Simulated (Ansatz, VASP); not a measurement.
## Sr: VASP beside Ansatz

The input INCAR:

```
ALGO     = Normal         # electronic algorithm
EDIFF    = 1E-7           # SCF threshold, eV
ENCUT    = 520            # plane-wave cutoff, eV
GGA      = PS             # functional
ISIF     = 2              # what is computed and relaxed
ISMEAR   = -1             # smearing method
LASPH    = True           # aspherical terms in the spheres
LCHARG   = False          # write CHGCAR
LREAL    = False          # projectors in reciprocal space
LWAVE    = False          # write WAVECAR
NBANDS   = 11             # bands
NELM     = 100            # most SCF steps
PREC     = Accurate       # precision mode
SIGMA    = 0.08           # smearing width, eV
```

File KPOINTS:

```
k-points
0
Gamma
  11 11 11
```

Contents of POSCAR:

```
Sr
1.0
   -2.0266193389      2.0266193389      2.0266193389
    2.0266193389     -2.0266193389      2.0266193389
    2.0266193389      2.0266193389     -2.0266193389
Sr
1
Direct
    0.0000000000      0.0000000000      0.0000000000
```

Input for Ansatz:

```yaml
crystal:
  lattice:
    - [-2.0266193389, 2.0266193389, 2.0266193389]
    - [2.0266193389, -2.0266193389, 2.0266193389]
    - [2.0266193389, 2.0266193389, -2.0266193389]
  atoms:
    - { symbol: Sr, position: [0.0, 0.0, 0.0] }
kpoints:
  mp_grid: { grid: [11, 11, 11] }
scf:
  occupations: { method: fermi_dirac, width: 0.08 }
hamiltonian:
  xc: pbesol
  pseudopotentials: { kind: paw }
output:
  forces: true
  stress: true
  eigenvalues: true
  populations: true
```

Change from the starting cell: volume scaled by 0.65, PAW files.

Alike in both runs: task single point; functional PBEsol; k mesh 11 × 11 × 11; occupations fermi-dirac, width 0.08 eV; no spin polarisation.

|  | VASP | Ansatz |
| --- | --- | --- |
| version | VASP 6.6.1 | Ansatz 0.2.0 |
| potentials or method | VASP PAW PBE potentials, release 64 (Sr_sv) | PAW with Ansatz's default frozen-core files, scalar-relativistic |
| plane-wave cutoff (eV) | 520 | 420 |
| valence electrons in the cell | 10 | 10 |

```csv
,VASP,Ansatz,Ansatz less VASP
pressure (GPa),10.6,10.5,-0.08
```

The functional is the same, so the differences come from potentials, cutoffs and numerics.

Caveats: the PAW data sets were made with another functional, which shifts forces and pressure a little (VASP).
